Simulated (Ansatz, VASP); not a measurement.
**In: VASP beside Ansatz**

```
In
1.0
    -1.60916    1.60916    1.60916
     1.60916   -1.60916    1.60916
     1.60916    1.60916   -1.60916
In
1
Direct
  0.00000 0.00000 0.00000
```

Change from the starting cell: volume scaled by 0.6, to set the pressure.

Alike in both runs: task single point; functional PBE; k mesh 17 × 17 × 17; occupations fermi-dirac, width 0.05 eV; no spin polarisation.

|  | VASP | Ansatz |
| --- | --- | --- |
| version | VASP 6.6.1 | Ansatz 0.2.0 |
| potentials or method | VASP PAW PBE potentials, release 64 (In_d) | PAW with Ansatz's default frozen-core files, scalar-relativistic |
| plane-wave cutoff (eV) | 520 | 420 |
| valence electrons in the cell | 13 | 13 |

Ansatz gave:

| Item | Value |
| --- | --- |
| pressure (GPa) | 66.3 |

Task: Estimate VASP's values.

Result: Pressure (GPa): 66.4.

The functional is the same, so the differences come from potentials, cutoffs and numerics.

Caveats: the cell as given lies far from equilibrium; so large a pressure means that the cell lies far from this level's equilibrium, or that cutoff or potentials fall short (VASP).
